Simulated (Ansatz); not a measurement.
FePt (Tetraferroplatinum):

```
CELL_PARAMETERS angstrom
2.72350 0.00000 0.00000
0.00000 2.72350 0.00000
0.00000 0.00000 3.72000
ATOMIC_POSITIONS crystal
Pt 0.50000 0.50000 0.50000
Fe 0.00000 0.00000 0.00000
```

Base run:

```yaml
Program: Ansatz 0.2.0
Functional: PBEsol
Potentials_or_basis: Ansatz PAW
Cutoff: "420 eV (not typed: the program's choice for these potentials)"
k_mesh: 10 × 10 × 7
Occupations: fermi-dirac, width 0.05 eV
Spin: collinear spin, ferromagnetic start
Starting_moments: "[0.0, 3.0] μB"
```

Its results: band gap on the k mesh none (metal or under the smearing width); pressure -6.0 GPa; net moment 3.28 μB per cell; site moments Pt +0.39; Fe +2.94 μB.

Task: The run is repeated on the same cell with these changes: functional from PBEsol to m-r2SCAN; cutoff from 420 eV (not typed: the program's choice for these potentials) to 500 eV (not typed: the program's choice for these potentials). What comes out?

Result: Band gap on the k mesh none (metal or under the smearing width); pressure -3.6 GPa; net moment 3.24 μB per cell; site moments Pt +0.38; Fe +2.91 μB.

Caveats: spin-orbit coupling is left out, which moves the levels of the heavy elements; the PAW data sets come from PBE, with cores solved anew for the run's functional, which leaves a small shift of forces and pressure; the magnetic or orbital state may not be the lowest (some runs).
